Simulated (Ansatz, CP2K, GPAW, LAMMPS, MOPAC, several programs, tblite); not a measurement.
**KBr (CsCl type) from semi-empirical methods to plane-wave DFT**

KBr built on the CsCl prototype, relaxed with r2SCAN in Ansatz, was computed with several methods. It is cubic, Pm-3m (No. 221); a = 3.976 Å in the conventional setting, 31.43 Å³ an atom. K has 8 Br at 3.44 Å; Br has 8 K at 3.44 Å. Simulation only: spin-unpolarised, and no claim that this is the phase found in nature.

```cif
data_structure
_symmetry_space_group_name_H-M 'Pm-3m'
_symmetry_Int_Tables_number 221
_cell_length_a 3.9763
_cell_length_b 3.9763
_cell_length_c 3.9763
_cell_angle_alpha 90.000
_cell_angle_beta 90.000
_cell_angle_gamma 90.000
_cell_volume 62.87
loop_
_atom_site_label
_atom_site_type_symbol
_atom_site_symmetry_multiplicity
_atom_site_Wyckoff_symbol
_atom_site_fract_x
_atom_site_fract_y
_atom_site_fract_z
_atom_site_occupancy
K1 K 1 a 0.00000 0.00000 0.00000 1
Br1 Br 1 b 0.50000 0.50000 0.50000 1
```

Gaps and times are for a single point on this cell; volume and bulk modulus come from each method's own relaxation or energy curve at fixed shape. Times are rough, from shared hosts (Arm Neoverse V1), and each method has its own mesh and cell size. GFN1-xTB (tblite): levels, charges or heat of formation failed a check of plausibility, so no values are given. A star marks a curve whose lowest point is an end point. PM6 (MOPAC), PM7 (MOPAC), GFN1-xTB (tblite), GFN2-xTB (tblite) treat a cluster of cells at its zone centre, which samples few k points: where these miss a band edge, the gap comes out too large for that reason alone. Gaps from k meshes are read at a limited set of points (mesh, symmetry points, PBE's band edges), so each method's own least gap may be somewhat smaller. Force fields have no electrons; where one was fitted to this phase, its volume and modulus reflect the fit. xTB and the PM methods were fitted mostly to molecules, and can miss a solid's gap by electronvolts. Minimal bases can be far off for gaps. GLLB-SC's gap includes the derivative discontinuity. d marks a direct gap, i an indirect one (no mark: not told apart), a dash a value that wasn't computed or didn't pass its checks.

```json
{"method": "ffield.eim (LAMMPS)", "kind": "force field", "gap (eV)": "–", "own volume (Å³/atom)": "–", "bulk modulus (GPa)": "–", "atoms computed": "2", "processor time": "0.14 s"}
{"method": "light PBE (260 eV, its own mesh)", "kind": "light plane-wave", "gap (eV)": "3.94 i", "own volume (Å³/atom)": "–", "bulk modulus (GPa)": "–", "atoms computed": "2", "processor time": "0.57 s"}
{"method": "PBE", "kind": "semilocal", "gap (eV)": "4.02 i", "own volume (Å³/atom)": "32.95", "bulk modulus (GPa)": "16", "atoms computed": "2", "processor time": "1.6 s"}
{"method": "GFN1-xTB (tblite)", "kind": "tight binding", "gap (eV)": "–", "own volume (Å³/atom)": "–", "bulk modulus (GPa)": "–", "atoms computed": "54", "processor time": "2.7 s"}
{"method": "PM7 (MOPAC)", "kind": "semi-empirical", "gap (eV)": "11.44", "own volume (Å³/atom)": "–", "bulk modulus (GPa)": "–", "atoms computed": "54", "processor time": "3.5 s"}
{"method": "PM6 (MOPAC)", "kind": "semi-empirical", "gap (eV)": "8.66", "own volume (Å³/atom)": "–", "bulk modulus (GPa)": "–", "atoms computed": "54", "processor time": "3.7 s"}
{"method": "r2SCAN", "kind": "semilocal", "gap (eV)": "4.77 i", "own volume (Å³/atom)": "31.43", "bulk modulus (GPa)": "19", "atoms computed": "2", "processor time": "3.9 s"}
{"method": "GFN2-xTB (tblite)", "kind": "tight binding", "gap (eV)": "6.37", "own volume (Å³/atom)": "–", "bulk modulus (GPa)": "–", "atoms computed": "54", "processor time": "3.9 s"}
{"method": "PBE/SZV (CP2K)", "kind": "small basis", "gap (eV)": "3.20 i", "own volume (Å³/atom)": "35.14*", "bulk modulus (GPa)": "–", "atoms computed": "2", "processor time": "5.6 s"}
{"method": "GLLB-SC (GPAW)", "kind": "model potential", "gap (eV)": "7.70", "own volume (Å³/atom)": "–", "bulk modulus (GPa)": "–", "atoms computed": "2", "processor time": "6.4 s"}
{"method": "PBE/DZVP (CP2K)", "kind": "small basis", "gap (eV)": "4.04 i", "own volume (Å³/atom)": "33.20", "bulk modulus (GPa)": "16", "atoms computed": "2", "processor time": "12 s"}
{"method": "PBE/single zeta (GPAW)", "kind": "small basis", "gap (eV)": "3.65 i", "own volume (Å³/atom)": "–", "bulk modulus (GPa)": "–", "atoms computed": "2", "processor time": "18 s"}
```

Against r2SCAN (4.77 eV) the nearest gap at the points sampled is that of PBE/DZVP (CP2K) (-0.72 eV) and the farthest that of PM7 (MOPAC) (+6.67 eV). r2SCAN is only a yardstick of convenience: semilocal gaps usually lie below measured ones, which GLLB-SC and hybrids aim to mend.

Volumes against r2SCAN's: PBE +4.8 %, PBE/DZVP (CP2K) +5.6 %.

The runs are scalar-relativistic, without spin-orbit coupling.
